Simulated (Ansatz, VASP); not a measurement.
**One calculation of C, two programs**

INCAR

```
SYSTEM = C
  PREC = Accurate
  ENCUT = 520
  EDIFF = 1E-6
  ISMEAR = 0
  SIGMA = 0.01
  LREAL = .FALSE.
  LASPH = .TRUE.
  NELM = 80
  ALGO = Normal
  ISIF = 2
  LWAVE = .FALSE.
  LCHARG = .FALSE.
  GGA = PS
  NBANDS = 11
```

The input KPOINTS:

```
Automatic mesh
0
G
  10 10 10
  0 0 0
```

Contents of POSCAR:

```
C
1.0
    0.0000000000      1.7833700000      1.7833700000
    1.7833700000      0.0000000000      1.7833700000
    1.7833700000      1.7833700000      0.0000000000
C
2
Direct
    0.0000000000      0.0000000000      0.0000000000
    0.2500000000      0.2500000000      0.2500000000
```

Input for Ansatz:

```yaml
crystal:
  lattice:
    - [0.0, 1.78337, 1.78337]
    - [1.78337, 0.0, 1.78337]
    - [1.78337, 1.78337, 0.0]
  atoms:
    - { symbol: C, position: [0.0, 0.0, 0.0] }
    - { symbol: C, position: [0.25, 0.25, 0.25] }
kpoints:
  mp_grid:
    grid: [10, 10, 10]
hamiltonian:
  xc: pbesol
scf:
  convergence:
    dr2_threshold: 1.0e-10
  occupations:
    method: fixed
output:
  forces: true
  stress: true
```

This isn't the form of C at room conditions, which is graphite.

Alike in both runs: task single point; functional PBEsol; k mesh 10 × 10 × 10; no spin polarisation.

|  | VASP | Ansatz |
| --- | --- | --- |
| version | VASP 6.6.1 | Ansatz 0.2.0 |
| potentials or method | VASP PAW PBE potentials, release 64 (C) | plane waves, PAW |
| plane-wave cutoff (eV) | 520 | 420 |
| occupations | gaussian, width 0.01 eV | fixed |
| valence electrons in the cell | 8 | 8 |

VASP gave:

- pressure (GPa): -3.8

Question: What did Ansatz give for the same quantities?

Answer: Pressure (GPa): -4.8.

Caveats: the PAW data sets were made with another functional, which shifts forces and pressure a little (VASP).
